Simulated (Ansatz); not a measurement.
# How settings move the results for Cs

```
CELL_PARAMETERS angstrom
3.01901 -4.33813 0.00000
3.01901 4.33813 0.00000
-2.57494 0.00000 4.41389
ATOMIC_POSITIONS crystal
Cs 0.00000 0.00000 0.50000
```

Structure from Materials Project entry mp-1096915 (possibly hypothetical), not relaxed further.

No spin–orbit coupling, which matters for the heavy atoms here.

Method: DFT, r2SCAN, PAW with Ansatz's default frozen-core files, scalar-relativistic (Ansatz 0.2.0).

Sampling and basis: a Γ-centred 9×9×9 k mesh, Fermi–Dirac smearing of 0.08 eV, cutoff 500 eV, no spin polarisation; the PAW files were made with PBE, and the program remakes their frozen cores for this functional. One setting is then changed at a time.

```csv
k mesh,free energy less the base's (meV/atom),P (GPa),Vzz Cs (10²¹ V/m²)
9×9×9 (base),0.0,0.13,-0.89
3×3×3,?,0.07,?
4×4×4,28.3,0.16,-1.80
7×7×7,-0.7,0.13,-0.81
13×13×13,0.7,0.13,-0.94
```

**Question.** Give the missing entry: row "3×3×3", column "Vzz Cs (10²¹ V/m²)".

**Answer.** -0.50.

**Question.** Give the missing entry: row "3×3×3", column "free energy less the base's (meV/atom)".

**Answer.** -68.0.
